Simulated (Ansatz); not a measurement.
MnSb:

```
Sb Mn
1.0
     4.15000    0.00000    0.00000
    -2.07500    3.59401    0.00000
     0.00000    0.00000    5.78000
Sb Mn
2 2
Cartesian
  2.0750 1.1980 4.3350
  0.0000 2.3960 1.4450
  0.0000 0.0000 2.8900
  0.0000 0.0000 0.0000
```

Base run:

| Property | Result |
| --- | --- |
| Program | Ansatz 0.2.0 |
| Functional | r2SCAN |
| Potentials or basis | Ansatz PAW |
| Cutoff | 500 eV (not typed: the program's choice for these potentials) |
| k mesh | 7 × 7 × 5 |
| Occupations | fermi-dirac, width 0.05 eV |
| Spin | collinear spin, ferromagnetic start |
| Starting moments | [0.0, 0.0, 4.0, 4.0] μB |
| Hubbard terms | Mn d U = 7 eV |

Its results: band gap on the k mesh none (metal or under the smearing width); pressure 13.7 GPa; net moment 8.29 μB per cell; site moments Sb -0.31; Mn +4.50 μB.

**Question.** The run is repeated on the same cell with these changes: functional from r2SCAN to PBEsol; cutoff from 500 eV (not typed: the program's choice for these potentials) to 420 eV (not typed: the program's choice for these potentials); hubbard terms from Mn d U = 7 eV to Mn d U = 4.5 eV. What comes out?

**Answer.** Band gap on the k mesh none (metal or under the smearing width); pressure 5.6 GPa; net moment 8.18 μB per cell; site moments Sb -0.20; Mn +4.23 μB.

Several settings changed at once, so the effect can't be laid on one alone.

Caveats: the magnetic or orbital state may not be the lowest; spin-orbit coupling is left out, which moves the levels of the heavy elements; only a ferromagnetic start was run, and an antiferromagnetic order may lie lower in energy; the PAW data sets come from PBE, with cores solved anew for the run's functional, which leaves a small shift of forces and pressure; the U is typed as a test and isn't derived for this compound.
